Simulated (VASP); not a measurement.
Here is a VASP 6.6.1 calculation.

Contents of INCAR:

```
ALGO = Fast ; EDIFF = 1E-6
ENCUT = 520 ; GGA = PS
ISIF = 2 ; ISMEAR = 0
LASPH = True ; LCHARG = True
LELF = True ; LREAL = False
LVHAR = True ; LWAVE = False
NBANDS = 35 ; NELM = 100
PREC = Accurate ; SIGMA = 0.01
```

The input KPOINTS:

```
k-points
0
Gamma
  6 6 8
```

Contents of POSCAR:

```
SnO2
1.0
    4.7691315720      0.0000000000      0.0000000000
    0.0000000000      4.7691315720      0.0000000000
    0.0000000000      0.0000000000      3.2120292628
Sn O
2 4
Direct
    0.0000000000      0.0000000000      0.0000000000
    0.5000000000      0.5000000000      0.5000000000
    0.3062736035      0.3062736035      0.0000000000
    0.1937263965      0.8062736035      0.5000000000
    0.6937263965      0.6937263965      0.0000000000
    0.8062736035      0.1937263965      0.5000000000
```

Potentials or basis: VASP PAW PBE potentials, release 64 (Sn_d, O).

Run with:

```console
$ cat potpaw_PBE.64/Sn_d/POTCAR potpaw_PBE.64/O/POTCAR > POTCAR
$ mpirun -np 1 vasp_std > vasp.out
```

Task: Estimate the pressure.

Result: 0.6 GPa.

Task: Estimate the largest force.

Result: 0.015 eV/Å.

Stress tensor (GPa, compression positive):
```
0.54 0.00 0.00
0.00 0.54 0.00
0.00 0.00 0.85
```

Caveat: the PAW data sets were made with another functional, which shifts forces and pressure a little.
